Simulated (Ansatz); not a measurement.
**One shape, several levels: triplet C5H6**

Wanted: a comparison of 6 runs (U-wB97X/6-31G*, UB3LYP/6-31G*, UHSE06/6-31G*, RPA@PBE/6-31G*, UMP2/6-31G*, UCCSD/6-31G*) of triplet C5H6. 

Program for the calculation: Ansatz 0.2.0.

35 further runs of the same task are left out: 35 set aside as unsound or not needed.

## (1) The system as given

C5H6 has 11 atoms, charge 0, and is taken as a triplet. As SMILES of the parent species, `C1=CCC=C1`. The coordinates come from a PBE0-D4/def2-TZVP relaxation. That shape belongs to the parent species and isn't relaxed for this state.

Bond lengths: C1–C2 1.342 Å, C2–C3 1.493 Å, C3–C4 1.493 Å, C1–C5 1.460 Å, C4–C5 1.342 Å, C1–H6 1.082 Å, C2–H7 1.081 Å, C3–H8 1.098 Å, C3–H9 1.098 Å, C4–H10 1.081 Å, C5–H11 1.082 Å. Some angles: C1–C2–C3 109.1°, C2–C1–C5 109.2°, C2–C3–C4 103.4°, C3–C4–C5 109.1°, C1–C5–C4 109.2°, C1–C2–H7 126.8°, C3–C2–H7 124.1°, C2–C1–H6 126.1°, C5–C1–H6 124.7°, C2–C3–H8 112.0°.

## (2) A single-point energy at U-wB97X/6-31G(d) (spherical functions) (run 1)

Contents of input.yaml:

```yaml
crystal:
  periodic: [false, false, false]
  atoms:
    - {symbol: C, position_ang: [-1.190900, 0.435600, -0.253200]}
    - {symbol: C, position_ang: [-0.728000, 0.015400, 0.934400]}
    - {symbol: C, position_ang: [0.696000, -0.404800, 0.781800]}
    - {symbol: C, position_ang: [0.975900, -0.162000, -0.664000]}
    - {symbol: C, position_ang: [-0.129400, 0.325400, -1.248800]}
    - {symbol: H, position_ang: [-2.189500, 0.800700, -0.455900]}
    - {symbol: H, position_ang: [-1.275300, -0.023600, 1.866100]}
    - {symbol: H, position_ang: [0.845500, -1.456900, 1.058000]}
    - {symbol: H, position_ang: [1.366100, 0.173100, 1.432000]}
    - {symbol: H, position_ang: [1.927600, -0.357200, -1.138600]}
    - {symbol: H, position_ang: [-0.232600, 0.597500, -2.291400]}
basis:
  gaussian:
    orbitals: 6-31G_st_-spherical.json
hamiltonian:
  xc: {name: wB97X}
accuracy: high
output:
  orbitals: {seedname: orbitals}
magnetization:
  spin_polarized: true
  initial_magnetization: 2
```

The basis set 6-31G* is read from a file made from the Basis Set Exchange's data (not shown).

Started as:

```
$ ansatz run input.yaml --threads 1 --pin off --max-ram 3480MiB --events-out events.jsonl --progress --plain --runs-dir runs
```

Output:

```text
Warning: RAYON_NUM_THREADS=1 ignored (pool sized by the plan → 1); use --threads N
Functional definition: wB97X
  name "wB97X"
  parameter omega = 0.3/bohr
  parameter cx = 0.157706
  parameter cx1 = 0.726479
  parameter cx2 = 1.04760
  parameter cx3 = -5.70635
  parameter cx4 = 13.2794
  parameter css1 = -4.33879
  parameter css2 = 18.2308
  parameter css3 = -31.7430
  parameter css4 = 17.2901
  parameter cos1 = 2.37031
  parameter cos2 = -11.3995
  parameter cos3 = 6.58405
  parameter cos4 = -3.78132
  exchange = spin_sum(e_x_unif_sr(omega)*poly(b97_u_x, 1 - cx, cx1, cx2, cx3, cx4)) + cx*exact_x_sr(omega)
      + exact_x_lr(omega)
  correlation = spin_sum(e_c_pw_same_spin*poly(b97_u_same, 1, css1, css2, css3, css4))
      + integral(e_c_pw_opposite_spin*poly(b97_u_opposite, 1, cos1, cos2, cos3, cos4))
2078 factors; integrals over basis functions are off by at most 3.1e-9 eV
336 factors; integrals over basis functions are off by at most 1.9e-9 eV
mean field evaluation 1: about -5274.3309 eV, gradient 2.0e1 eV
mean field evaluation 2: about -5275.7843 eV, gradient 1.3e1 eV
mean field evaluation 4: about -5276.6119 eV, gradient 5.0e-1 eV
mean field evaluation 8: about -5276.8222 eV, gradient 4.5e-2 eV
mean field evaluation 16: about -5276.8222 eV, gradient 1.9e-4 eV
mean field evaluation 32: about -5276.8222 eV, gradient 8.8e-8 eV
mean field -5276.82222525 eV, -193.9196400194 hartree, gradient 8.8e-8 eV, S^2 2.007468; 2 other end points of the search recorded, 0 dependent functions left out
reference -5276.82222314 eV, -193.9196399417 hartree; 19, 17 occupied and 63, 65 virtual orbitals, 2078 factors
Total energy: -5276.82222314 eV, -193.9196399417 hartree
```

Wall time 41 s (1 thread of Intel Xeon 6975P-C (Granite Rapids), shared host); peak memory 0.83 GiB.

## (3) A single-point energy at UB3LYP/6-31G(d) (spherical functions) (run 2)

Contents of job.yaml:

```yaml
crystal:
  periodic: [false, false, false]
  atoms:
    - {symbol: C, position_ang: [-1.190900, 0.435600, -0.253200]}
    - {symbol: C, position_ang: [-0.728000, 0.015400, 0.934400]}
    - {symbol: C, position_ang: [0.696000, -0.404800, 0.781800]}
    - {symbol: C, position_ang: [0.975900, -0.162000, -0.664000]}
    - {symbol: C, position_ang: [-0.129400, 0.325400, -1.248800]}
    - {symbol: H, position_ang: [-2.189500, 0.800700, -0.455900]}
    - {symbol: H, position_ang: [-1.275300, -0.023600, 1.866100]}
    - {symbol: H, position_ang: [0.845500, -1.456900, 1.058000]}
    - {symbol: H, position_ang: [1.366100, 0.173100, 1.432000]}
    - {symbol: H, position_ang: [1.927600, -0.357200, -1.138600]}
    - {symbol: H, position_ang: [-0.232600, 0.597500, -2.291400]}
basis:
  gaussian:
    orbitals: 6-31G_st_-spherical.json
hamiltonian:
  xc: {name: B3LYP}
magnetization:
  spin_polarized: true
  initial_magnetization: 2
accuracy: high
output: {orbitals: {seedname: orbitals}}
```

The basis set 6-31G* is read from a file made from the Basis Set Exchange's data (not shown).

Started as:

```
$ ansatz run job.yaml --threads 1 --pin off --max-ram 3480MiB --events-out events.jsonl --progress --plain --runs-dir runs
```

Output:

```text
Warning: RAYON_NUM_THREADS=1 ignored (pool sized by the plan → 1); use --threads N
Functional definition: B3LYP
  name "B3LYP"
  parameter a0 = 0.2
  parameter ax = 0.72
  parameter ac = 0.81
  exchange = (1 - a0 - ax)*slater_x + ax*b88_x + a0*exact_x
  correlation = (1 - ac)*vwn_rpa_c + ac*lyp_c
2078 factors; integrals over basis functions are off by at most 3.1e-9 eV
mean field evaluation 1: about -5272.0913 eV, gradient 3.4e1 eV
mean field evaluation 2: about -5270.4218 eV, gradient 3.9e1 eV
mean field evaluation 4: about -5278.1633 eV, gradient 6.0e-1 eV
mean field evaluation 8: about -5278.4116 eV, gradient 1.8e-1 eV
mean field evaluation 16: about -5278.4118 eV, gradient 1.2e-4 eV
mean field evaluation 32: about -5277.5011 eV, gradient 3.8e0 eV
mean field -5278.41180767 eV, -193.9780560959 hartree, gradient 7.0e-8 eV, S^2 2.005895; 2 other end points of the search recorded, 0 dependent functions left out
reference -5278.41184354 eV, -193.9780574139 hartree; 19, 17 occupied and 63, 65 virtual orbitals, 2078 factors
Total energy: -5278.41184354 eV, -193.9780574139 hartree
```

Run time: 8.1 s. Hardware: 1 thread of Intel Xeon 6975P-C (Granite Rapids), shared host; peak memory 0.4 GiB.

## (4) A single-point energy at UHSE06/6-31G(d) (spherical functions) (run 3)

job.yaml: that of step 3 with these lines changed.

```diff
@@ -15,9 +15,5 @@
 basis:
-  gaussian:
-    orbitals: 6-31G_st_-spherical.json
-hamiltonian:
-  xc: {name: B3LYP}
-magnetization:
-  spin_polarized: true
-  initial_magnetization: 2
+  gaussian: {orbitals: 6-31G_st_-spherical.json}
+magnetization: {spin_polarized: true, initial_magnetization: 2}
+hamiltonian: {xc: {name: HSE06}}
 accuracy: high
```

The basis set 6-31G* is read from a file made from the Basis Set Exchange's data (not shown).

Started as:

```
$ ansatz run job.yaml --threads 1 --pin off --max-ram 3480MiB --events-out events.jsonl --progress --plain --runs-dir runs
```

Output:

```text
Warning: RAYON_NUM_THREADS=1 ignored (pool sized by the plan → 1); use --threads N
Functional definition: HSE06
  name "HSE06"
  parameter a = 0.25
  parameter omega = 0.11/bohr
  exchange = pbe_x - a*pbe_x_sr(omega) + a*exact_x_sr(omega)
  correlation = pbe_c
2078 factors; integrals over basis functions are off by at most 3.1e-9 eV
104 factors; integrals over basis functions are off by at most 1.0e-9 eV
mean field evaluation 1: about -5265.8907 eV, gradient 3.2e1 eV
mean field evaluation 2: about -5264.4478 eV, gradient 3.7e1 eV
mean field evaluation 4: about -5271.4019 eV, gradient 5.8e-1 eV
mean field evaluation 8: about -5271.7066 eV, gradient 2.3e-1 eV
mean field evaluation 16: about -5271.7069 eV, gradient 1.5e-4 eV
mean field evaluation 32: about -5271.7069 eV, gradient 8.3e-8 eV
mean field -5271.70692700 eV, -193.7316562759 hartree, gradient 8.3e-8 eV, S^2 2.007038; 2 other end points of the search recorded, 0 dependent functions left out
reference -5271.70692937 eV, -193.7316563630 hartree; 19, 17 occupied and 63, 65 virtual orbitals, 2078 factors
Total energy: -5271.70692937 eV, -193.7316563630 hartree
```

Run time: 10 s. Hardware: 1 thread of Intel Xeon 6975P-C (Granite Rapids), shared host; peak memory 0.41 GiB.

Runs 4 to 5 aren't shown in full; the table further down has their settings and results.

## (5) The energy at UCCSD/6-31G(d) (spherical functions) (run 6)

job.yaml: that of step 4 with these lines changed.

```diff
@@ -15,6 +15,12 @@
 basis:
-  gaussian: {orbitals: 6-31G_st_-spherical.json}
-magnetization: {spin_polarized: true, initial_magnetization: 2}
-hamiltonian: {xc: {name: HSE06}}
+  gaussian:
+    orbitals: 6-31G_st_-spherical.json
+magnetization:
+  spin_polarized: true
+  initial_magnetization: 2
+correlation:
+  method: ccsd
+  frozen_orbitals: {C: 1, H: 0}
 accuracy: high
-output: {orbitals: {seedname: orbitals}}
+scf:
+  omitted_lower_state_checks: [cluster_reference, increment]
```

The basis set 6-31G* is read from a file made from the Basis Set Exchange's data (not shown).

Started as:

```
$ ansatz run job.yaml --threads 1 --pin off --max-ram 3480MiB --events-out events.jsonl --progress --plain --runs-dir runs
```

Output:

```text
Warning: RAYON_NUM_THREADS=1 ignored (pool sized by the plan → 1); use --threads N
Functional definition: HF
  name "HF"
  exchange = exact_x
  correlation = 0
these checks for a lower state are left out or cut short: cluster_reference, increment
2078 factors; integrals over basis functions are off by at most 3.1e-9 eV
mean field evaluation 1: about -5240.6102 eV, gradient 1.9e1 eV
mean field evaluation 2: about -5240.6122 eV, gradient 1.9e1 eV
mean field evaluation 4: about -5243.2596 eV, gradient 2.8e0 eV
mean field evaluation 8: about -5243.3639 eV, gradient 3.1e-4 eV
mean field evaluation 16: about -5243.3635 eV, gradient 4.9e-4 eV
mean field -5243.54370771 eV, -192.6966770569 hartree, gradient 5.8e-8 eV, S^2 2.162168; 0 other end points of the search recorded, 0 dependent functions left out
5 core orbitals not correlated: weight in the atoms' cores, before any rotation towards them, 1.000 or more for the frozen orbitals, at most 0.000 for the correlated occupied ones
reference -5243.54370771 eV, -192.6966770569 hartree; 14, 12 occupied and 63, 65 virtual orbitals, 2078 factors
second order -15.56997208 eV of doubles, -0.00000000 eV of singles
cycle   1  -16.45046566 eV  change   -8.8e-1 eV  update   1.1e-1
cycle   2  -17.04984641 eV  change   -6.0e-1 eV  update   5.0e-2
cycle   3  -17.23556960 eV  change   -1.9e-1 eV  update   3.8e-2
cycle   4  -17.29316823 eV  change   -5.8e-2 eV  update   2.5e-2
cycle   5  -17.30740886 eV  change   -1.4e-2 eV  update   1.5e-2
cycle   6  -17.33253553 eV  change   -2.5e-2 eV  update   1.0e-2
cycle   7  -17.35054833 eV  change   -1.8e-2 eV  update   5.9e-3
cycle   8  -17.35224444 eV  change   -1.7e-3 eV  update   1.9e-3
cycle   9  -17.35366029 eV  change   -1.4e-3 eV  update   7.3e-4
cycle  10  -17.35393251 eV  change   -2.7e-4 eV  update   2.5e-4
cycle  11  -17.35392117 eV  change    1.1e-5 eV  update   1.2e-4
cycle  12  -17.35386679 eV  change    5.4e-5 eV  update   5.4e-5
cycle  13  -17.35384412 eV  change    2.3e-5 eV  update   2.4e-5
cycle  14  -17.35382622 eV  change    1.8e-5 eV  update   8.9e-6
cycle  15  -17.35382803 eV  change   -1.8e-6 eV  update   3.7e-6
cycle  16  -17.35382466 eV  change    3.4e-6 eV  update   1.5e-6
cycle  17  -17.35382279 eV  change    1.9e-6 eV  update   5.4e-7
cycle  18  -17.35382133 eV  change    1.5e-6 eV  update   2.3e-7
cycle  19  -17.35382100 eV  change    3.3e-7 eV  update   1.0e-7
cycle  20  -17.35382099 eV  change    1.6e-8 eV  update   5.3e-8
cycle  21  -17.35382111 eV  change   -1.3e-7 eV  update   1.5e-7
cycle  22  -17.35382125 eV  change   -1.3e-7 eV  update   5.5e-8
cycle  23  -17.35382130 eV  change   -5.6e-8 eV  update   2.7e-8
cycle  24  -17.35382136 eV  change   -5.4e-8 eV  update   1.4e-8
cycle  25  -17.35382138 eV  change   -1.9e-8 eV  update   6.5e-9
cycle  26  -17.35382138 eV  change   -7.0e-9 eV  update   2.8e-9
cycle  27  -17.35382139 eV  change   -3.0e-9 eV  update   1.2e-9
Total energy: -5260.89752910 eV, -193.3344182300 hartree
Checks for a lower state left out: cluster_reference, increment
```

Wall time 32 s (1 thread of Intel Xeon 6975P-C (Granite Rapids), shared host); peak memory 0.95 GiB.

## (6) All runs side by side

| run | level | frozen core orbitals | energy (Eh) | ⟨S²⟩ | wall time |
| --- | --- | --- | --- | --- | --- |
| 1 | U-wB97X/6-31G* (spherical functions) | – | -193.919640 | 2.007 | 41 s |
| 2 | UB3LYP/6-31G* (spherical functions) | – | -193.978057 | 2.006 | 8.1 s |
| 3 | UHSE06/6-31G* (spherical functions) | – | -193.731656 | 2.007 | 10 s |
| 4 | RPA@PBE/6-31G* (spherical functions) | 5 | -193.630068 | 2.005 | 8.1 s |
| 5 | UMP2/6-31G* (spherical functions) | 5 | -193.268863 | 2.162 | 2.8 s |
| 6 | UCCSD/6-31G* (spherical functions) | 5 | -193.334418 | 2.162 | 32 s |

## (7) Outcome

```
                                          quantity          value
                               run 6: total energy  -193.33442 Eh
run 6: correlation energy (5 core orbitals frozen)     -637.7 mEh
          run 6: ⟨S²⟩ of the reference determinant          2.162
                              run 6: T1 diagnostic          0.044
```

In words: Totals of different functionals can't be ranked against each other. Spin contamination of the reference: run 5 ⟨S²⟩ = 2.16, run 6 ⟨S²⟩ = 2.16. All runs together took 1.7 min, the longest 41 s.
